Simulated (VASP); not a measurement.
Runs of VASP 6.6.1 on GaAs. It takes space group F-43m (No. 216, cubic). The conventional cell has a = 5.654 Å, b = 5.654 Å, c = 5.654 Å, α = 90.00°, β = 90.00°, γ = 90.00°. Around Ga (site symmetry -43m) lie 4 As at 2.45 Å. As (site symmetry -43m) has 4 Ga at 2.45 Å as nearest neighbours. 

| task | level | potentials or basis | spin | cell | k mesh | cutoff (eV) | gap on the mesh (eV) | pressure (GPa) |
| --- | --- | --- | --- | --- | --- | --- | --- | --- |
| relaxation of cell and atoms | PBEsol | VASP PAW PBE potentials, release 64 (Ga_d, As) | off | relaxed | 10 × 10 × 10 | 600 | 0.42 | 0.0 |
| band structure | TB-mBJ | VASP PAW PBE potentials, release 64 (Ga_d, As) | off | F-43m, 22.7 Å³/atom | 10 × 10 × 10 | 520 | (b) | - |
| band structure | LDA | VASP PAW LDA potentials, release 64 (Ga_d, As) | off | F-43m, 22.7 Å³/atom | 10 × 10 × 10 | 520 | 0.30 | (a) |
| band structure | r2SCAN | VASP PAW PBE potentials, release 64 (Ga_d, As) | off | F-43m, 22.7 Å³/atom | 10 × 10 × 10 | 520 | 0.96 | 0.3 |

Alike in all rows: smearing gaussian 0.03 eV.

Task: Fill in the values left out.

Result: (a) -1.9; (b) 1.55.

Caveats: the PAW data sets were made with another functional, which shifts forces and pressure a little (some runs).

A k mesh can miss the band edges, and the runs leave out spin-orbit coupling on As, Ga.

Runs at the PBE level aren't shown here.
